Bcc Hf without spin polarisation, computed with Ansatz 0.2.0 (DFT, plane waves, scalar-relativistic PAW datasets made for PBE; cutoff 420 eV, 14×14×14 k mesh, Fermi-Dirac smearing of width 0.1 eV). All three quantities come from a third-order Birch-Murnaghan fit to energies at seven volumes, extrapolated to zero smearing.

| functional | volume per atom (Å³) | bulk modulus (GPa) | bulk modulus pressure derivative |
| --- | --- | --- | --- |
| LDA | 20.39 | 113 | 3.19 |
| PBEsol | 21.25 | 106 | 3.29 |
| PBE | 22.27 | 99.9 | 3.29 |
| revPBE | 22.75 | 96.0 | 3.29 |
| RPBE | 22.94 | 94.7 | 3.30 |
| BLYP | 22.84 | 95.9 | 3.48 |

## How large the steps are

The volume per atom $V$ is that of the crystal at zero pressure. The bulk modulus $B$ tells how much pressure a given relative compression takes, and its pressure derivative $B'$ tells how fast the crystal stiffens as it is squeezed. LDA uses only the local density of the electrons, while the other five functionals also use its gradient.

From LDA to RPBE the volume grows by 12.5 % of the LDA value. Most of this lies between LDA and PBE, with PBEsol about halfway. Beyond PBE the steps are short: revPBE, BLYP and RPBE give volumes 2 to 3 % above that of PBE. In lattice constant, which changes a third as much, they stay within 1 % of PBE, whereas LDA is 2.9 % below it.

The bulk modulus runs the other way, from 113 GPa in LDA to 95 GPa in RPBE. A functional that gives a larger crystal also gives a softer one, except that revPBE and BLYP tie. This looks like the familiar softening of a stretched solid, but stretching is only half of the story, and the other half decides how the functionals may be used.

## Why gradients push the atoms apart

Exchange lowers the energy of the electrons, and in the gradient-corrected functionals it lowers it more where the density varies steeply. What counts is the reduced gradient, the steepness measured against the local wavelength of the electrons. When atoms move apart, the region between them empties, and by this measure the density there tends to become more uneven. A functional that rewards unevenness more strongly therefore favours separation and acts like an added outward pressure. Which region contributes most, the space between the atoms or the edge of their cores, is not resolved by these data.

PBE, revPBE and RPBE make a clean comparison. They share the same correlation and treat weak gradients of exchange alike; they part only where the gradient is larger. At a reduced gradient of 2, PBE raises the exchange energy density by roughly 40 % over that of LDA, revPBE by about 50 % and RPBE by slightly more. The volumes follow the same order, so the 2.2 % step from PBE to revPBE comes from exchange at larger gradients.

PBEsol has a weaker gradient dependence than PBE and gives a smaller crystal, as the argument demands. Here, and on the way from LDA to PBE, correlation changes as well, so these steps show the two effects together.

The argument carries over to a neighbouring metal in two moves. The functionals are first ranked by how strongly they reward gradients. The added pressure divided by the bulk modulus then gives the relative change of volume, so the same push moves a soft metal further than a stiff one.

## Why the stiffness changes less than expected

Suppose that a change of functional did no more than add a constant pressure to PBE. Each functional would then sit on the compression curve of PBE itself, where to a good approximation $B\propto V^{-B'}$, with $B'=3.29$. At the small LDA volume this gives a bulk modulus of 134 GPa. The calculation gives 113 GPa, so the constant-pressure picture fails by about 20 GPa.

The cure is to let the added pressure depend on volume. Let it be $\Delta P\propto V^{-m}$, counted positive when it pushes outward. For a small change of functional, with $B$ the bulk modulus of the starting one,

$$
\frac{\delta V}{V}=\frac{\Delta P}{B},\qquad
\delta B=-B'B\,\frac{\delta V}{V}+m\,\Delta P .
$$

The first term of $\delta B$ is the ordinary softening by stretching. The second arises because a push that grows on compression resists the compression. Together they give

$$
\frac{d\ln B}{d\ln V}=m-B' .
$$

A straight line fitted by least squares to $\ln B$ against $\ln V$, with BLYP left out because its exchange and correlation have another form, has a slope of about $-1.5$. With the $B'$ of PBE this means $m\approx1.8$. Along this line the crystal thus softens less than half as steeply as it would if a single functional were stretched by the same amount. Single steps scatter around the line: from PBE to revPBE the slope is about $-1.9$, somewhat more than half of $-B'$, so $m$ is an average over the functionals.

The pressures computed along the curves of LDA and PBE show directly that the push grows on compression. Near the LDA volume the pressure in PBE is about 10 GPa higher than in LDA, while at a volume 8 % larger it is only about 8.7 GPa higher. These two values correspond to an exponent close to the fitted $m$. The exponent is read off the calculation, not predicted by theory, and it sums up all differences between the functionals.

## A worked estimate

BLYP took no part in the fit and can serve as a small test. Its volume is 22.84 Å³ against 22.27 Å³ for PBE. Starting from the bulk modulus of PBE and using the fitted slope of $-1.47$,

$$
B\approx 99.9\ \text{GPa}\times\left(\frac{22.84}{22.27}\right)^{-1.47}\approx 96\ \text{GPa}.
$$

The table has 95.9 GPa. With the exponent $-3.29$ of a constant added pressure the answer would have been 92 GPa. The test is a modest one, since the BLYP volume lies between those of revPBE and RPBE, which the fit did use.

The model reaches its limit at the pressure derivative. It works with a single $B'$, which suits the four PBE-type functionals, but LDA has 3.19 and BLYP 3.48. In BLYP both exchange and correlation differ in form from those of PBE, and the table cannot tell which of them is responsible. At a pressure of 10 GPa the difference between BLYP and PBE in $B'$ amounts to about 2 GPa in the bulk modulus, which matters only for fine work.

## The trap of a corrected volume

A common repair is to keep a functional but to run it at a better volume. For the stiffness of bcc Hf this does not bring the functionals closer together. At 21.7 Å³, midway between the LDA and RPBE volumes, the relation $B\propto V^{-B'}$, used for each functional with its own $B'$, gives 93 GPa for LDA and 109 GPa for PBE. LDA, the stiffest functional at its own volume, has become the softest.

The rest of the order turns round too, apart from BLYP and RPBE, which differ by less than 1 GPa at this volume. The stresses of the same calculations confirm this for the functionals with the smallest and the largest crystal: near this volume they give about 93 GPa for LDA and 115 GPa for RPBE. The reversal is the shallow slope of the last sections seen from another side, not a second piece of evidence for its cause.

At its own volume, then, LDA combines two effects of opposite sign. Its small crystal makes it stiff, and its weaker outward push makes it soft. Correcting the volume removes the first effect and leaves the second, so the bulk modulus goes from 13 % above that of PBE to 15 % below.

The pressure in a cell of fixed size is just as sensitive. At 21.7 Å³ LDA wants to shrink, with a pressure of about −6 GPa, while PBE wants to expand, with about +3 GPa. An engineer who takes a cell from one functional and a stress from another can therefore introduce several gigapascals that have no physical origin.

## Which level is right

LDA is known to bind solids too tightly, and its volume here fits that pattern. Hafnium at room temperature is hexagonal, with a volume of roughly 22 Å³ per atom as a rough recalled value. The LDA volume lies about 7 % below this. The two structures differ, so the comparison is coarse, but the gap is wide enough to advise against LDA where the size of the crystal matters.

The same yardstick is too coarse to choose among the gradient-corrected functionals. The bcc form of hafnium is stable only at high temperature, whereas the calculation holds a motionless crystal in its perfect symmetry, where it may be unstable against small displacements of the atoms. Heat expands a real crystal, by a few per cent at such temperatures. A functional whose static volume matched a measurement on the hot metal would therefore be too large, not right.

## What accuracy costs

All six functionals cost about the same. The gradient of the density adds little to the work, most of which goes into the orbitals, so saving time is no reason to use LDA. A second functional doubles the bill, because the whole curve of seven volumes has to be computed again.

The treatment of smearing is a much smaller matter than the functional. Without the extrapolation to zero smearing the PBE volume would be about 0.3 % larger, an estimate from the way the smearing entropy grows with volume. That is far below the step from LDA to PBE, but close to half the difference between revPBE and RPBE. The extrapolation uses energies that each run yields anyway and so costs nothing.

The effect of a finer mesh or a higher cutoff is untested here. Doubling the mesh in each direction costs roughly eight times as much, which is affordable for a cell of one atom. It pays when differences of a few tenths of a per cent are to be interpreted, but it is not expected to reduce the spread between functionals. A realistic treatment of the hot bcc crystal needs many moving atoms and is dearer by orders of magnitude.

## Choosing for a purpose

- **Lattice constant to about 1 %.** PBE is a sensible start, since the atomic datasets were made for it, and revPBE, BLYP and RPBE stay within that margin of it. PBEsol is 1.6 % smaller, so the choice between PBEsol and PBE already matters.
- **Bulk modulus to about 10 %.** The other gradient-corrected functionals lie within about 6 % of PBE, while LDA lies outside the margin. PBEsol and RPBE, the two ends of the group, differ from each other by 12 %, so the choice between these two does matter. How far the true value lies from all of them is not tested here.
- **Volume to a few tenths of a per cent.** The choice of functional outweighs this goal by far. All six also use atomic datasets made for PBE, which adds an error of unknown size to the other five, so the 0.8 % between revPBE and RPBE should not decide anything.

In practice, volume, stiffness and pressure should come from one functional, with its own equilibrium volume as the reference. A second curve, with PBEsol beside PBE, then gives a first idea of how far the result depends on the choice: here about 5 % in volume and 6 % in bulk modulus. It is not an upper limit, since the gradient-corrected functionals together span 8 % and 12 %.
